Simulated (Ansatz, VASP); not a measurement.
# NaB: VASP beside Ansatz

Wanted: the spread between two codes on one cell, functional and k mesh. The cell is taken from a series of runs on this material, whose earlier steps may have relaxed, scaled, displaced or heated it; both programs get it as it stands.

Method: plane waves, with VASP 6.6.1 beside it; PBEsol, in Ansatz 0.2.0.

## (1) The structure

It takes space group P4/nmm (No. 129, tetragonal). The conventional cell has a = 2.735 Å, b = 2.735 Å, c = 7.944 Å, α = 90.00°, β = 90.00°, γ = 90.00°. Na has 5 B at 2.52 to 3.03 Å and 4 Na at 2.73 Å nearest. B has 8 B at 1.94 to 2.73 Å and 5 Na at 2.52 to 3.03 Å nearest. Farther neighbours are not listed.

Structure file:

```
Na B
1.0
     2.73476    0.00000    0.00000
     0.00000    2.73476    0.00000
     0.00000    0.00000    7.94366
Na B
2 2
Cartesian
  0.0000 1.3674 2.4271
  1.3674 0.0000 5.5166
  0.0000 1.3674 7.8485
  1.3674 0.0000 0.0951
```

## (2) VASP: zone-centre phonons, PBEsol

Second derivatives magnify differences that forces hide, and they need a tight electronic threshold.

Lines of VASP's logs that name or quote its potential files are left out, and so is its time.

Input file INCAR:

```
SYSTEM = NaB
PREC = Accurate
ENCUT = 500
EDIFF = 1E-08
NELM = 120
ISMEAR = 1
SIGMA = 0.2
LREAL = .FALSE.
ALGO = Normal
GGA = PS
NBANDS = 16
LORBIT = 11
LWAVE = .FALSE.
LCHARG = .FALSE.
ISIF = 2
IBRION = 8
LASPH = .TRUE.
GGA_COMPAT = .FALSE.
KPAR = 2
```

Input file POSCAR:

```
NaB
1.0
    2.7347556810      0.0000000000      0.0000000000
    0.0000000000      2.7347556810      0.0000000000
    0.0000000000      0.0000000000      7.9436600925
Na B
2 2
Direct
    0.0000000000      0.5000000000      0.3055396899
    0.5000000000      0.0000000000      0.6944603101
    0.0000000000      0.5000000000      0.9880245964
    0.5000000000      0.0000000000      0.0119754036
```

Input file KPOINTS:

```
Automatic mesh
0
Gamma
16 16 6
0 0 0
```

The projector-augmented-wave data sets are Na_pv and B (PBE family, release 64).

Run with:

```bash
> mpirun -np 2 vasp_std
```

Numbers of over 12 decimals in the logs are rounded to 6 here.

What it wrote:

```text
[banner, memory and clock lines left out]
running    2 mpi-ranks, on    1 nodes
 distrk:  each k-point on    1 cores,    2 groups
 distr:  one band on    1 cores,    1 groups

 POSCAR found type information on POSCAR NaB
 POSCAR found :  2 types and       4 ions
|                                                                             |
|               ----> ADVICE to this user running VASP <----                  |
|                                                                             |
|     You enforced a specific xc type in the INCAR file but a different       |
|     [... a line on the potential file left out ...]
|     I HOPE YOU KNOW WHAT YOU ARE DOING!                                     |
|                                                                             |

 LDA part: xc-table for (Slater+PW92), standard interpolation
 POSCAR, INCAR and KPOINTS ok, starting setup
 FFT: planning ... GRIDC
 FFT: planning ... GRID_SOFT
 FFT: planning ... GRID
 WAVECAR not read
 entering main loop
       N       E                     dE             d eps       ncg     rms          rms(c)
DAV:   1     0.134003495465E+03    0.13400E+03   -0.10439E+04  5760   0.135E+03
DAV:   2    -0.761332447746E+01   -0.14162E+03   -0.13829E+03  6424   0.344E+02
DAV:   3    -0.149540890473E+02   -0.73408E+01   -0.72165E+01  7568   0.801E+01
DAV:   4    -0.150412091426E+02   -0.87120E-01   -0.87080E-01  6736   0.970E+00
DAV:   5    -0.150428386941E+02   -0.16296E-02   -0.16295E-02  7808   0.128E+00    0.430E+00
DAV:   6    -0.133048578311E+02    0.17380E+01   -0.12980E+01  7816   0.972E+00    0.155E+00
DAV:   7    -0.132074102242E+02    0.97448E-01   -0.43205E-01  6320   0.270E+00    0.847E-01
DAV:   8    -0.131924367674E+02    0.14973E-01   -0.30119E-02  7240   0.123E+00    0.102E-01
DAV:   9    -0.131922099800E+02    0.22679E-03   -0.96034E-04  7176   0.240E-01    0.473E-02
DAV:  10    -0.131921611426E+02    0.48837E-04   -0.11824E-04  7200   0.889E-02    0.898E-03
DAV:  11    -0.131921607283E+02    0.41431E-06   -0.54598E-06  7096   0.177E-02    0.471E-03
DAV:  12    -0.131921609563E+02   -0.22807E-06   -0.90010E-07  7104   0.556E-03    0.699E-04
DAV:  13    -0.131921609183E+02    0.38034E-07   -0.37464E-08  6864   0.168E-03    0.328E-04
DAV:  14    -0.131921609406E+02   -0.22294E-07   -0.28620E-09  4528   0.479E-04    0.523E-05
DAV:  15    -0.131921609404E+02    0.19122E-09   -0.77685E-10  3616   0.420E-04
   1 F= -.13192161E+02 E0= -.13193412E+02  d E =0.375414E-02
 Linear response reoptimize wavefunctions to high precision
DAV:   1    -0.131921609415E+02   -0.11430E-08   -0.14789E-10  4000   0.159E-04
DAV:   2    -0.131921609416E+02   -0.22283E-10   -0.41417E-11  3480   0.745E-05
 Linear response DOF=           4
 Linear response progress:
  Degree of freedom:   1/  4
       N       E                     dE             d eps       ncg     rms          rms(c)
RMM:   1    -0.156712637314E+00   -0.15671E+00   -0.30932E-01 14888   0.568E+00
RMM:   2    -0.160460094945E+00   -0.37475E-02   -0.19126E-02 23775   0.119E+00    0.119E-02
RMM:   3    -0.160808782057E+00   -0.34869E-03   -0.22537E-03 26878   0.331E-01    0.739E-03
RMM:   4    -0.160812710424E+00   -0.39284E-05   -0.72470E-05 29671   0.690E-02    0.613E-03
RMM:   5    -0.160795001521E+00    0.17709E-04   -0.46114E-06 27735   0.183E-02    0.148E-03
RMM:   6    -0.160783497929E+00    0.11504E-04   -0.80810E-07 29078   0.667E-03    0.134E-03
RMM:   7    -0.160770963224E+00    0.12535E-04   -0.17919E-07 27068   0.236E-03    0.390E-04
RMM:   8    -0.160772256425E+00   -0.12932E-05   -0.64054E-08 28851   0.911E-04    0.149E-04
RMM:   9    -0.160773691247E+00   -0.14348E-05    0.25827E-10 29338   0.420E-04    0.318E-05
RMM:  10    -0.160773626234E+00    0.65013E-07    0.12115E-07 29963   0.196E-04    0.142E-05
RMM:  11    -0.160773579103E+00    0.47132E-07    0.19995E-07 29399   0.126E-04    0.113E-05
RMM:  12    -0.160773658079E+00   -0.78977E-07    0.22405E-07 28447   0.776E-05    0.332E-06
RMM:  13    -0.160773695092E+00   -0.37013E-07    0.17132E-07 26530   0.557E-05    0.387E-07
RMM:  14    -0.160773703461E+00   -0.83691E-08    0.12285E-07 22427   0.420E-05    0.226E-07
RMM:  15    -0.160773712498E+00   -0.90374E-08    0.88426E-08 20524   0.345E-05    0.164E-07
 first order change of Fermi-energy  -0.26503E-05
 force on displaced ion       1 direction 1 :  -0.054   0.000  -0.001
 Linear response progress:
  Degree of freedom:   2/  4
       N       E                     dE             d eps       ncg     rms          rms(c)
RMM:   1    -0.161942934484E+00   -0.16194E+00   -0.25647E-01  5835   0.679E+00
RMM:   2    -0.166303341622E+00   -0.43604E-02   -0.20408E-02  9768   0.116E+00    0.456E-02
RMM:   3    -0.166499506347E+00   -0.19616E-03   -0.90547E-04 10716   0.234E-01    0.145E-02
RMM:   4    -0.166477497979E+00    0.22008E-04   -0.81157E-05 11403   0.709E-02    0.697E-03
RMM:   5    -0.166480469660E+00   -0.29717E-05   -0.12822E-05 11674   0.216E-02    0.361E-03
RMM:   6    -0.166479203395E+00    0.12663E-05   -0.52222E-06 11089   0.945E-03    0.696E-04
RMM:   7    -0.166477102510E+00    0.21009E-05   -0.13568E-06 11554   0.399E-03    0.279E-04
RMM:   8    -0.166475618869E+00    0.14836E-05   -0.77464E-07 11978   0.194E-03    0.970E-05
RMM:   9    -0.166475264360E+00    0.35451E-06   -0.30005E-07 11859   0.781E-04    0.259E-05
RMM:  10    -0.166475366346E+00   -0.10199E-06    0.63233E-08 11869   0.456E-04    0.922E-06
RMM:  11    -0.166475419110E+00   -0.52764E-07    0.10132E-07 12409   0.286E-04    0.508E-06
RMM:  12    -0.166475513664E+00   -0.94555E-07    0.64285E-08 11578   0.188E-04    0.134E-06
RMM:  13    -0.166475540318E+00   -0.26654E-07    0.63801E-08 12484   0.129E-04    0.863E-07
RMM:  14    -0.166475552828E+00   -0.12510E-07    0.27750E-08  9651   0.902E-05    0.802E-07
RMM:  15    -0.166475555223E+00   -0.23955E-08    0.27841E-08  8116   0.659E-05    0.992E-07
 first order change of Fermi-energy   0.12662E-01
 force on displaced ion       1 direction 3 :   0.000   0.000  -3.227
 Linear response progress:
  Degree of freedom:   3/  4
       N       E                     dE             d eps       ncg     rms          rms(c)
RMM:   1    -0.354093021959E-01   -0.35409E-01    0.14863E-02 27409   0.688E-01
RMM:   2    -0.356067304262E-01   -0.19743E-03   -0.15581E-03 24388   0.172E-01    0.124E-01
RMM:   3    -0.355755521246E-01    0.31178E-04   -0.47034E-04 25256   0.846E-02    0.560E-02
RMM:   4    -0.359564143995E-01   -0.38086E-03   -0.27222E-04 25933   0.605E-02    0.750E-03
RMM:   5    -0.359180303262E-01    0.38384E-04   -0.70584E-06 26711   0.153E-02    0.187E-03
RMM:   6    -0.359406523831E-01   -0.22622E-04   -0.17260E-06 27225   0.408E-03    0.472E-04
RMM:   7    -0.359371440758E-01    0.35083E-05    0.15380E-07 26504   0.126E-03    0.133E-04
RMM:   8    -0.359387232815E-01   -0.15792E-05   -0.90009E-08 27638   0.335E-04    0.270E-05
RMM:   9    -0.359386017964E-01    0.12149E-06    0.29001E-08 27765   0.919E-05    0.415E-06
RMM:  10    -0.359385959312E-01    0.58652E-08   -0.45236E-08 27634   0.272E-05    0.357E-06
 first order change of Fermi-energy   0.63699E-05
 force on displaced ion       3 direction 1 :   0.586   0.000   0.001
 Linear response progress:
  Degree of freedom:   4/  4
       N       E                     dE             d eps       ncg     rms          rms(c)
RMM:   1    -0.440179598187E-01   -0.44018E-01    0.38818E-02 13252   0.993E-01
RMM:   2    -0.439582022202E-01    0.59758E-04   -0.19302E-03  9526   0.269E-01    0.905E-02
RMM:   3    -0.437114130605E-01    0.24679E-03    0.10638E-03  9616   0.149E-01    0.270E-02
RMM:   4    -0.438956905359E-01   -0.18428E-03    0.90515E-05 10077   0.542E-02    0.158E-02
RMM:   5    -0.439541178307E-01   -0.58427E-04   -0.17392E-04 10215   0.246E-02    0.682E-03
RMM:   6    -0.439509949785E-01    0.31229E-05   -0.58547E-05 10178   0.115E-02    0.234E-03
RMM:   7    -0.439382042972E-01    0.12791E-04   -0.22008E-05 10214   0.438E-03    0.526E-04
RMM:   8    -0.439348012662E-01    0.34030E-05   -0.20171E-06 10721   0.171E-03    0.202E-04
RMM:   9    -0.439336780305E-01    0.11232E-05   -0.11694E-06 10327   0.659E-04    0.501E-05
RMM:  10    -0.439336064951E-01    0.71535E-07    0.12236E-07 11421   0.207E-04    0.193E-05
RMM:  11    -0.439336636142E-01   -0.57119E-07    0.16540E-07 10647   0.656E-05    0.472E-06
RMM:  12    -0.439336766316E-01   -0.13017E-07    0.90681E-08 11378   0.315E-05    0.111E-06
RMM:  13    -0.439336847578E-01   -0.81261E-08    0.16785E-08 10640   0.152E-05    0.458E-07
 first order change of Fermi-energy   0.25202E+00
 force on displaced ion       3 direction 3 :   0.000   0.000  -5.831
 Linear response finished
```

From OUTCAR (step 2):

```text
ion  position               nearest neighbor table
   1  0.000  0.500  0.306-
   2  0.500  0.000  0.694-
   3  0.000  0.500  0.988-   4 1.94   4 1.94   4 1.94   4 1.94
   4  0.500  0.000  0.012-   3 1.94   3 1.94   3 1.94   3 1.94

  LATTYP: Found a simple tetragonal cell.
 ALAT       =     2.7347556810
 C/A-ratio  =     2.9047055822

 Subroutine GETGRP returns: Found 16 space group operations
 (whereof  8 operations were pure point group operations)

The static configuration has the point symmetry D_2d.
 The point group associated with its full space group is D_4h.

 Found    180 irreducible k-points:

   k-points           NKPTS =    180   k-points in BZ     NKDIM =    180   number of bands    NBANDS=     16

   dimension x,y,z NGX =    20 NGY =   20 NGZ =   60
   dimension x,y,z NGXF=    40 NGYF=   40 NGZF=  120

   ENCUT  =  500.0 eV  36.75 Ry    6.06 a.u.   4.99  4.99 14.48*2*pi/ulx,y,z

   NELECT =      20.0000    total number of electrons

 k-points in reciprocal lattice and weights: Automatic mesh
   0.00000000  0.00000000  0.00000000       0.001
   0.06250000  0.00000000  0.00000000       0.003
   0.12500000  0.00000000  0.00000000       0.003
   0.18750000  0.00000000  0.00000000       0.003
   0.25000000  0.00000000  0.00000000       0.003
   0.31250000  0.00000000  0.00000000       0.003
   0.37500000  0.00000000  0.00000000       0.003
   0.43750000  0.00000000  0.00000000       0.003
   0.50000000  0.00000000  0.00000000       0.001
[...]
0.43750000  0.25000000  0.16666667       0.010
[...]
average (electrostatic) potential at core
       1 -47.3428       2 -47.3428       3 -29.9922       4 -29.9922

  Total        0.0268243      0.0268243      0.0390240      0.0000000      0.0000000      0.0000000
  in kB        0.7234050      0.7234050      1.0524091      0.0000000      0.0000000      0.0000000
  external PRESSURE =       0.8330730 kB  Pullay stress =       0.0000000 kB

  energy-cutoff  :      500.00
  volume of cell :       59.41
      direct lattice vectors                 reciprocal lattice vectors
     2.734755681  0.000000000  0.000000000     0.365663378  0.000000000  0.000000000
     0.000000000  2.734755681  0.000000000     0.000000000  0.365663378  0.000000000
     0.000000000  0.000000000  7.943660093     0.000000000  0.000000000  0.125886555

 POSITION                                       TOTAL-FORCE (eV/Angst)
 -----------------------------------------------------------------------------------
      0.00000      1.36738      2.42710         0.000000      0.000000      0.008877
      1.36738      0.00000      5.51656        -0.000000     -0.000000     -0.008877
      0.00000      1.36738      7.84853         0.000000     -0.000000     -0.005831
      1.36738      0.00000      0.09513         0.000000      0.000000      0.005831
 -----------------------------------------------------------------------------------
    total drift:                               -0.000000     -0.000000      0.000000

 Eigenvectors and eigenvalues of the dynamical matrix
 ----------------------------------------------------

   1 f  =   14.536074 THz    91.332849 2PiTHz  484.871251 cm-1    60.116346 meV
             X         Y         Z           dx          dy          dz
      0.000000  1.367378  2.427103    -0.000000   -0.000000    0.116086
      1.367378  0.000000  5.516557     0.000000    0.000000   -0.116086
      0.000000  1.367378  7.848532     0.000000    0.000000   -0.697513
      1.367378  0.000000  0.095129     0.000000    0.000000    0.697513

   2 f  =    9.159218 THz    57.549063 2PiTHz  305.518624 cm-1    37.879465 meV
             X         Y         Z           dx          dy          dz
      0.000000  1.367378  2.427103    -0.000000   -0.000000    0.400004
      1.367378  0.000000  5.516557     0.000000    0.000000    0.400004
      0.000000  1.367378  7.848532     0.000000    0.000000   -0.583092
      1.367378  0.000000  0.095129     0.000000    0.000000   -0.583092

   3 f  =    6.087997 THz    38.252016 2PiTHz  203.073737 cm-1    25.177923 meV
             X         Y         Z           dx          dy          dz
      0.000000  1.367378  2.427103    -0.000000   -0.000000   -0.697513
      1.367378  0.000000  5.516557     0.000000    0.000000    0.697513
      0.000000  1.367378  7.848532     0.000000    0.000000   -0.116086
      1.367378  0.000000  0.095129     0.000000    0.000000    0.116086

   4 f  =    1.695691 THz    10.654343 2PiTHz   56.562177 cm-1     7.012813 meV
             X         Y         Z           dx          dy          dz
      0.000000  1.367378  2.427103    -0.033218    0.686550    0.000000
      1.367378  0.000000  5.516557     0.033218   -0.686550    0.000000
      0.000000  1.367378  7.848532    -0.008021    0.165775    0.000000
      1.367378  0.000000  0.095129     0.008021   -0.165775    0.000000

   5 f  =    1.695691 THz    10.654343 2PiTHz   56.562177 cm-1     7.012813 meV
             X         Y         Z           dx          dy          dz
      0.000000  1.367378  2.427103     0.686550    0.033218   -0.000000
      1.367378  0.000000  5.516557    -0.686550   -0.033218   -0.000000
      0.000000  1.367378  7.848532     0.165775    0.008021   -0.000000
      1.367378  0.000000  0.095129    -0.165775   -0.008021   -0.000000

   6 f  =    0.041469 THz     0.260554 2PiTHz    1.383240 cm-1     0.171500 meV
             X         Y         Z           dx          dy          dz
      0.000000  1.367378  2.427103    -0.643384   -0.037947   -0.000000
      1.367378  0.000000  5.516557    -0.643384   -0.037947   -0.000000
      0.000000  1.367378  7.848532    -0.290385   -0.017127   -0.000000
      1.367378  0.000000  0.095129    -0.290385   -0.017127   -0.000000

   7 f  =    0.041469 THz     0.260554 2PiTHz    1.383240 cm-1     0.171500 meV
             X         Y         Z           dx          dy          dz
      0.000000  1.367378  2.427103    -0.037947    0.643384   -0.000000
      1.367378  0.000000  5.516557    -0.037947    0.643384   -0.000000
      0.000000  1.367378  7.848532    -0.017127    0.290385   -0.000000
      1.367378  0.000000  0.095129    -0.017127    0.290385   -0.000000

   8 f/i=    0.001609 THz     0.010109 2PiTHz    0.053665 cm-1     0.006654 meV
             X         Y         Z           dx          dy          dz
      0.000000  1.367378  2.427103    -0.000000    0.000000    0.583092
      1.367378  0.000000  5.516557    -0.000000    0.000000    0.583092
      0.000000  1.367378  7.848532    -0.000000    0.000000    0.400004
      1.367378  0.000000  0.095129    -0.000000    0.000000    0.400004

   9 f/i=    0.231663 THz     1.455581 2PiTHz    7.727445 cm-1     0.958081 meV
             X         Y         Z           dx          dy          dz
      0.000000  1.367378  2.427103     0.289172   -0.031567    0.000000
      1.367378  0.000000  5.516557     0.289172   -0.031567    0.000000
      0.000000  1.367378  7.848532    -0.640696    0.069940    0.000000
      1.367378  0.000000  0.095129    -0.640696    0.069940    0.000000

  10 f/i=    0.231663 THz     1.455581 2PiTHz    7.727445 cm-1     0.958081 meV
             X         Y         Z           dx          dy          dz
      0.000000  1.367378  2.427103    -0.031567   -0.289172    0.000000
      1.367378  0.000000  5.516557    -0.031567   -0.289172    0.000000
      0.000000  1.367378  7.848532     0.069940    0.640696    0.000000
      1.367378  0.000000  0.095129     0.069940    0.640696    0.000000

  11 f/i=    5.306782 THz    33.343496 2PiTHz  177.015203 cm-1    21.947078 meV
             X         Y         Z           dx          dy          dz
      0.000000  1.367378  2.427103     0.165550   -0.011789    0.000000
      1.367378  0.000000  5.516557    -0.165550    0.011789   -0.000000
      0.000000  1.367378  7.848532    -0.685617    0.048824   -0.000000
      1.367378  0.000000  0.095129     0.685617   -0.048824   -0.000000

  12 f/i=    5.306782 THz    33.343496 2PiTHz  177.015203 cm-1    21.947078 meV
             X         Y         Z           dx          dy          dz
      0.000000  1.367378  2.427103     0.011789    0.165550   -0.000000
      1.367378  0.000000  5.516557    -0.011789   -0.165550    0.000000
      0.000000  1.367378  7.848532    -0.048824   -0.685617    0.000000
      1.367378  0.000000  0.095129     0.048824    0.685617    0.000000

 ELASTIC MODULI CONTR FROM IONIC RELAXATION (kBar)
 Direction    XX          YY          ZZ          XY          YZ          ZX
 --------------------------------------------------------------------------------
 XX          -1.4651     -1.4651    -15.5114      0.0000      0.0000      0.0000
 YY          -1.4651     -1.4651    -15.5114      0.0000      0.0000      0.0000
 ZZ         -15.5114    -15.5114   -305.5317      0.0000     -0.0000      0.0000
 XY           0.0000      0.0000      0.0000      0.0000      0.0000      0.0000
 YZ           0.0000      0.0000     -0.0000      0.0000     -5.4697     -0.0000
 ZX           0.0000      0.0000      0.0000      0.0000     -0.0000    -10.4736
 --------------------------------------------------------------------------------
```

(Continued in part 2 of 2.)

[Lines on the potential files, build, host, timing and source positions are cut from VASP's logs without a mark.]

[Logs are printed without paths, hosts, clocks, repeated set-up lines and the standing remarks that a program may print on its own settings, such as how far it seeks lower states.]

[Hosts, paths, dates, database ids (printed as entryN), source tags and the programs' standing remarks are cut or masked in the printed files.]
